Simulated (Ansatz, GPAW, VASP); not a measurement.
## ZnS: 3 runs at one level of theory

```
CELL_PARAMETERS angstrom
0.00000 2.70200 2.70200
2.70200 0.00000 2.70200
2.70200 2.70200 0.00000
ATOMIC_POSITIONS crystal
Zn 0.75000 0.75000 0.75000
S 0.00000 0.00000 0.00000
```

Alike in all runs: task single point; functional PBE; k mesh 9 × 9 × 9; occupations gaussian, width 0.026 eV; no spin polarisation; no spin-orbit coupling. Pressure is positive in compression and, in plane waves, holds the error of the finite cutoff.

| program and potentials | plane-wave cutoff (eV) | notes | pressure (GPa) |
| --- | --- | --- | --- |
| GPAW, GPAW PAW data sets (gpaw-data 1.2.1) | 600 | - | 1.62 |
| Ansatz, all-electron LAPW, scalar-relativistic | - | - | 1.61 |
| VASP, PBE PAW files S, Zn, 520 eV | 520 | - | 1.76 |

The pressure spans 1.61 (Ansatz, all-electron LAPW, scalar-relativistic) to 1.76 GPa (VASP, PBE PAW files S, Zn, 520 eV), with all-electron results at 1.61.

The functional is the same throughout but for its coding, so the spread measures potentials, basis and numerics; runs on potential files found faulty are left out.
